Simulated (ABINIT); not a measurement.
The system is AlN.

```xyz
4
Lattice="3.1130 0.0000 0.0000 -1.5565 2.6959 0.0000 0.0000 0.0000 4.9810" Properties=species:S:1:pos:R:3 pbc="T T T"
Al    1.5565    0.8986    2.4905
Al    0.0000    1.7973    0.0000
N     1.5565    0.8986    4.3833
N     0.0000    1.7973    1.8928
```

```yaml
Program: ABINIT 10.8.3 (patched build)
Task: single point
Functional: PBE
Potentials_or_basis: JTH PAW PBE v2.0
Cutoff: 707 eV
k_mesh: 10 × 10 × 6
Occupations: fermi-dirac, width 0.05 eV
Spin: no spin polarisation
```

On this cell: pressure 4.2 GPa; largest force 0.131 eV/Å; band gap on the k mesh 4.20 eV, direct.

The same run follows on a disturbed copy (atoms moved at random, drawn with an rms of 0.05 Å):

```xyz
4
Lattice="3.1130 0.0000 0.0000 -1.5565 2.6959 0.0000 0.0000 0.0000 4.9810" Properties=species:S:1:pos:R:3 pbc="T T T"
Al    1.5445    0.9099    2.4991
Al   -0.0289    1.8073   -0.0305
N     1.5019    0.8529    4.3273
N    -0.0145    1.7877    1.8684
```

Q: What does the disturbed cell give?

A: The energy moves by +18.5 meV/atom; pressure 4.9 GPa; largest force 1.423 eV/Å; band gap on the k mesh 4.22 eV, direct.

Forces on the atoms (eV/Å):
```
Al  -0.091 -0.316 -1.290
Al  -0.231 -0.807  0.146
N    0.336  0.870  1.074
N   -0.014  0.254  0.071
```

Stress tensor (GPa, compression positive):
```
 1.30 -0.92 -0.54
-0.92  4.26 -1.87
-0.54 -1.87  9.15
```

A k mesh can miss the band edges.
